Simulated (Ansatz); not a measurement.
## Ta2N: computed properties

Computed with DFT r2SCAN, scalar-relativistic, plane waves, PAW (Ansatz 0.2.0).

Settings: cutoff 500 eV, Γ-centred mesh 15×15×10 on the computed 3-atom cell, Gaussian smearing of 0.10 eV; no spin polarisation.

The structure is relaxed at this level of theory with its symmetry kept. Whether it is the stable form of this composition wasn't checked.

```xyz
3
Lattice="3.0736 0.0000 0.0000 -1.5368 2.6618 0.0000 0.0000 0.0000 4.8948" Properties=species:S:1:pos:R:3 pbc="T T T"
Ta    1.5368    0.8873    3.6373
Ta    0.0000    1.7746    1.2575
N     0.0000    0.0000    0.0000
```

```
Space group                                                       : P-3m1 (No. 164)
Volume per atom                                                   : 13.35 Å³
Formation energy from the elements' standard states (uncorrected) : -0.912 eV/atom
Generalised Kohn–Sham band gap                                    : none (metal)
Density of states at the Fermi level                              : 1.07 states/eV per cell
Löwdin character within 0.5 eV of the Fermi level                 : Ta 5d 90 %, N 2p 7 %
Bulk modulus                                                      : 289 GPa
Its pressure derivative                                           : 4.4
Bader charges (e)                                                 : Ta (2 in the cell) 0.92, N (1 in the cell) -1.85
```

Spin-orbit coupling is left out, which matters for the bands of heavy elements. Spin polarisation was left out, and a magnetic state may lie lower.

Cost: 6 runs of about 5.5 core-minutes in all, on Intel Xeon 6975P-C (Granite Rapids) (shared hosts).